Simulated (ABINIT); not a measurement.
TiTe:

```
Te Ti
1.0
     3.84200    0.00000    0.00000
    -1.92100    3.32727    0.00000
     0.00000    0.00000    6.40300
Te Ti
2 2
Direct
  0.66667 0.33333 0.75000
  0.33333 0.66667 0.25000
  0.00000 0.00000 0.50000
  0.00000 0.00000 0.00000
```

Base run:

* Program: ABINIT 10.8.3 (patched build)
* Functional: PBEsol
* Potentials or basis: PseudoDojo NC SR PBEsol v0.4.1 standard
* Cutoff: 1143 eV
* k mesh: 8 × 8 × 4
* Occupations: fermi-dirac, width 0.05 eV
* Spin: no spin polarisation

Its results: band gap on the k mesh none (metal or under the smearing width); pressure 3.7 GPa.

**Question.** The run is repeated on the same cell with these changes: functional from PBEsol to LDA; potentials or basis from PseudoDojo NC SR PBEsol v0.4.1 standard to JTH PAW LDA v2.0; cutoff from 1143 eV to 408 eV; valence electrons from 56 to 36. What comes out?

**Answer.** Band gap on the k mesh none (metal or under the smearing width); pressure 1.3 GPa.

Caveats: spin-orbit coupling is left out, which moves the levels of the heavy elements; the highest band is partly filled, so the run has too few bands (some runs).
